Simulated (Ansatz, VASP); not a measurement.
# Hf in VASP and in Ansatz

The input INCAR:

```
ALGO = Normal ; EDIFF = 1E-6
ENCUT = 520 ; GGA = PE
ISIF = 2 ; ISMEAR = 0
LASPH = T ; LCHARG = T
LELF = T ; LREAL = F
LVHAR = T ; LWAVE = F
NBANDS = 11 ; NELM = 100
PREC = Accurate ; SIGMA = 0.05
```

File KPOINTS:

```
k-points
0
Gamma
  14 14 14
```

File POSCAR:

```
Hf
1.0
    0.0000000000      2.2200000000      2.2200000000
    2.2200000000      0.0000000000      2.2200000000
    2.2200000000      2.2200000000      0.0000000000
Hf
1
Direct
    0.0000000000      0.0000000000      0.0000000000
```

Input for Ansatz:

```yaml
crystal:
  lattice:
    - [0.0, 2.22, 2.22]
    - [2.22, 0.0, 2.22]
    - [2.22, 2.22, 0.0]
  atoms:
    - { symbol: Hf, position: [0.0, 0.0, 0.0] }
basis:
  ecutwfc: 420
  fft_grid_basis: typed
kpoints:
  mp_grid: { grid: [14, 14, 14] }
hamiltonian:
  xc: pbe
  pseudopotentials: { kind: paw }
scf:
  occupations: { method: gaussian, width: 0.05 }
output:
  forces: true
  stress: true
  eigenvalues: true
  bader: true
  write_density: true
  volumetric_format: npy
  elf: true
```

This isn't the form of Hf at room conditions, which is hcp.

Alike in both runs: task single point; functional PBE; k mesh 14 × 14 × 14; occupations gaussian, width 0.05 eV; no spin polarisation.

```csv
,VASP,Ansatz
version,VASP 6.6.1,Ansatz 0.2.0
potentials or method,"VASP PAW PBE potentials, release 64 (Hf_pv)","scalar-relativistic, plane waves, PAW"
plane-wave cutoff (eV),520,420
valence electrons in the cell,10,26
```

|  | VASP | Ansatz | Ansatz less VASP |
| --- | --- | --- | --- |
| gap on the k mesh at the Fermi level (eV) | none | none | - |
| pressure (GPa) | 2.8 | 3.2 | +0.45 |

A gap of «none» marks a metal or a gap that the smearing closes. With one functional, cell and mesh, what is left measures potentials, basis and numerics. The two sets of potentials don't hold the same shells in valence.

Spin-orbit coupling is left out, which matters for the levels of Hf.
